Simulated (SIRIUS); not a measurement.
**InP under changes of volume**

One of the cells (25.167 Å³/atom); the others are scaled copies at fixed shape and fractional positions:

```
CELL_PARAMETERS angstrom
0.00000 2.93050 2.93050
2.93050 0.00000 2.93050
2.93050 2.93050 0.00000
ATOMIC_POSITIONS crystal
In 0.00000 0.00000 0.00000
P 0.75000 0.75000 0.75000
```

* Program: SIRIUS 7.12.0
* Functional: WC
* Potentials or basis: all-electron FP-LAPW
* Cutoff: 172 eV
* Basis: apw+lo standard
* k mesh: 8 × 8 × 8
* Occupations: fermi-dirac, width 0.05 eV
* Spin: no spin polarisation

| volume (Å³/atom) | energy over the lowest point (meV/atom) | gap on the mesh (eV) |
| --- | --- | --- |
| 23.657 | 28.19 | 0.90 |
| 24.160 | 13.59 | 0.79 |
| 24.663 | ? | ? |
| 25.167 | 0.00 | 0.57 |
| 25.670 | 0.50 | 0.47 |
| 26.173 | 4.61 | 0.36 |
| 26.677 | 12.23 | 0.26 |

Q: What does the run at 24.663 Å³/atom give?

A: Energy over the lowest point 4.32 meV/atom; gap on the mesh 0.68 eV.

Worked out: A Birch-Murnaghan fit of order 3 (a polynomial in V^(-2/3)) to the other rows has its minimum at 25.39 Å³/atom with B0 = V·E''(V) = 67 GPa and B' = 4.9. It gives 4.35 meV/atom at 24.663 Å³/atom, against the run's 4.32. A straight line through the other rows of the gap, of slope -5.33 eV per unit of ln V (its deformation potential), gives 0.68 eV, against the run's 0.68.

Energies are extrapolated to zero smearing.

Caveats: spin-orbit coupling is left out, which moves the levels of the heavy elements.
